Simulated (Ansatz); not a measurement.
Reactions of C₃H₈O₂Si, SMILES `C[SiH2]OC(C)=O`.

Calculated with Ansatz (gas phase, PBE0-D4/def2-TZVP geometries, no zero-point term in ΔE). CCSD(T)/CBS is the MP2 limit (def2-TZVPP, def2-QZVPP) plus CCSD(T) − MP2 in def2-TZVPP, frozen cores. This one scheme is used for every species. Elements past krypton have def2 core potentials. For Br, Ga, Ge, Sn outer-core shells are correlated without core-valence functions, which leaves a few kJ/mol of doubt a bond. Scalar relativity is left out up to krypton. Each species was taken in one conformer, which may not be the lowest.

Q: Order these by ΔE at CCSD(T)/CBS, lowest first. (Best estimate.)
A. `C[SiH2]OC(C)=O` + `[SH][SnH3]` → `C[SiH2][SnH2][SH]` + acetic acid
B. `C[SiH2]OC(C)=O` + `[NH2][AlH2]` → `C[SiH2][NH][AlH2]` + acetic acid
C. `C[SiH2]OC(C)=O` + `[BH2][GaH2]` → `[BH2][GaH][SiH2]C` + acetic acid
D. `C[SiH2]OC(C)=O` + `BO[SiH2]F` → `BO[SiH2]C` + `CC(=O)O[SiH2]F`
E. `C[SiH2]OC(C)=O` + HBr → `C[SiH2]Br` + acetic acid
F. `C[SiH2]OC(C)=O` + `[OH][GeH3]` → `C[SiH2][O][GeH3]` + acetic acid
G. `C[SiH2]OC(C)=O` + `CC=N` → `CC(=N)C(C)=O` + `C[SiH2]O`

A: F (-0.23 eV), E (-0.13 eV), D (+0.03 eV), G (+0.22 eV), B (+0.32 eV), A (+0.55 eV), C (+0.72 eV).

Largest T1 diagnostic: 0.015, for `CC(=O)O`.
